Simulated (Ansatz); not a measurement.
P:

```
CELL_PARAMETERS angstrom
1.64774 -5.46504 0.00000
1.64774 5.46504 0.00000
0.00000 0.00000 4.54364
ATOMIC_POSITIONS crystal
P 0.90414 0.09586 0.58882
P 0.09586 0.90414 0.41118
P 0.59586 0.40414 0.08882
P 0.40414 0.59586 0.91118
```

Base run:

| Property | Result |
| --- | --- |
| Program | Ansatz 0.2.0 |
| Functional | HSE06 |
| Potentials or basis | Ansatz PAW |
| Cutoff | 420 eV (not typed: the program's choice for these potentials) |
| k mesh | 6 × 6 × 4 |
| Occupations | fermi-dirac, width 0.05 eV |
| Spin | no spin polarisation |

Its results: band gap on the k mesh 0.67 eV, direct; pressure -0.1 GPa; largest force 0.148 eV/Å.

Q: The run is repeated on the same cell with these changes: functional from HSE06 to PBE0. What comes out?

A: Band gap on the k mesh 1.32 eV, direct; pressure -0.3 GPa; largest force 0.148 eV/Å.

Caveats: the PAW data sets come from PBE, with cores solved anew for the run's functional, which leaves a small shift of forces and pressure; the thresholds are loose for stress.
